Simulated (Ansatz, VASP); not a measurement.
## One calculation of Au, two programs

```
CELL_PARAMETERS angstrom
2.84130 0.00000 0.00000
-1.42065 2.46064 0.00000
0.00000 0.00000 4.78123
ATOMIC_POSITIONS crystal
Au 0.33333 0.66667 0.75000
Au 0.66667 0.33333 0.25000
```

Change from the starting cell: volume scaled by 0.9405, crystal datasets.

Alike in both runs: task electric field gradients; functional PBEsol; k mesh 14 × 14 × 8; occupations fermi-dirac, width 0.03 eV; no spin polarisation.

|  | VASP | Ansatz |
| --- | --- | --- |
| version | VASP 6.6.1 | Ansatz 0.2.0 |
| potentials or method | VASP PAW PBE potentials, release 64 (Au), cutoff 520 eV | all-electron PAW with datasets made for the crystal, scalar-relativistic |

|  | VASP | Ansatz | Ansatz less VASP |
| --- | --- | --- | --- |
| pressure (GPa) | 3.1 | 3.4 | +0.27 |
| largest component of the traceless stress (GPa) | 0.78 | 0.76 | -0.023 |
| Vzz of the field gradient on the site that differs most (V/Å²) | 30.9 | 17.8 | -13.09 |

Ansatz ran all-electron here, so the differences hold the error of VASP's frozen core and of both bases. Ansatz warned: «gradients_without_spin_orbit».

Caveats: the PAW data sets were made with another functional, which shifts forces and pressure a little (VASP). The runs have no spin-orbit coupling, so splittings on Au are missing.
